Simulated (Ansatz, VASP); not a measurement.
One calculation of CuO (Tenorite), two programs

Contents of INCAR:

```
SYSTEM = CuO
ALGO     = Normal         ! electronic algorithm
EDIFF    = 1E-6           ! SCF threshold, eV
EDIFFG   = -0.01          ! ionic threshold
ENCUT    = 580            ! plane-wave cutoff, eV
GGA      = PE             ! functional
IBRION   = 2              ! ionic algorithm
ISIF     = 3              ! what is computed and relaxed
ISMEAR   = -1             ! smearing method
LASPH    = .TRUE.         ! aspherical terms in the spheres
LCHARG   = .FALSE.        ! write CHGCAR
LREAL    = .FALSE.        ! projectors in reciprocal space
LWAVE    = .FALSE.        ! write WAVECAR
NELM     = 100            ! most SCF steps
NSW      = 60             ! ionic steps
PREC     = Accurate       ! precision mode
SIGMA    = 0.05           ! smearing width, eV
```

File KPOINTS:

```
k-points
0
G
  10 10 5
  0 0 0
```

The input POSCAR:

```
CuO
1.0
    2.3446500000     -1.7134000000      0.0000000000
    2.3446500000      1.7134000000      0.0000000000
   -0.8605543552      0.0000000000      5.0594363927
Cu O
2 2
Direct
    0.4968000000      0.0032000000      0.5000000000
    0.0032000000      0.4968000000      0.0000000000
    0.4056000000      0.5714000000      0.7537000000
    0.5714000000      0.4056000000      0.2537000000
```

The input input.yaml:

```yaml
crystal:
  lattice:
    - [2.34465, -1.7134, 0.0]
    - [2.34465, 1.7134, 0.0]
    - [-0.8605543552, 0.0, 5.0594363927]
  atoms:
    - { symbol: Cu, position: [0.4968, 0.0032, 0.5] }
    - { symbol: Cu, position: [0.0032, 0.4968, 0.0] }
    - { symbol: O, position: [0.4056, 0.5714, 0.7537] }
    - { symbol: O, position: [0.5714, 0.4056, 0.2537] }
hamiltonian:
  xc: pbe
  pseudopotentials: { kind: paw }
kpoints:
  mp_grid: { grid: [10, 10, 5] }
scf:
  occupations: { method: fermi_dirac, width: 0.05 }
output:
  forces: true
  stress: true
  eigenvalues: true
relax:
  f_tol: 0.01
  max_steps: 40
  cell: { stress_tol: 0.05 }
```

Alike in both runs: task relaxation of cell and atoms; functional PBE; k mesh 10 × 10 × 5; occupations fermi-dirac, width 0.05 eV; no spin polarisation.

|  | VASP | Ansatz |
| --- | --- | --- |
| version | VASP 6.6.1 | Ansatz 0.2.0 |
| potentials or method | VASP PAW PBE potentials, release 64 (Cu, O) | Ansatz PAW |
| plane-wave cutoff (eV) | 580 | 420 |
| valence electrons in the cell | 34 | 50 |

|  | VASP | Ansatz | Ansatz less VASP |
| --- | --- | --- | --- |
| gap on the k mesh at the Fermi level, each at its own relaxed structure (eV) | none | none | - |
| relaxed volume (Å³/atom) | 11.18 | 11.20 | +0.021 |
| relaxed cell length with the largest relative difference (Å) | 5.169 | 5.149 | -0.0202 |
| energy change over the relaxation (meV/atom) | -57 | -64 | -6.2 |

A gap of «none» marks a metal or a gap that the smearing closes. The two sets of potentials don't hold the same shells in valence.

Caveats: the run has no spin polarisation, though such a crystal can be magnetic; semilocal functionals often make such compounds metallic where correlation or magnetic order opens a gap, which also shifts bond lengths; the volume moved by +10 % from the deposited cell, more than functionals usually miss (VASP); the plane-wave basis is chosen anew once the cell has moved, so the energies of steps on either side of that aren't comparable (Ansatz); the pressure holds a Pulay correction of +0.6 GPa for the finite cutoff (Ansatz). With open d or f shells a metallic result of PBE can be an artefact of self-interaction; +U or a hybrid may open a gap. Zero-point motion and thermal expansion aren't in these numbers.
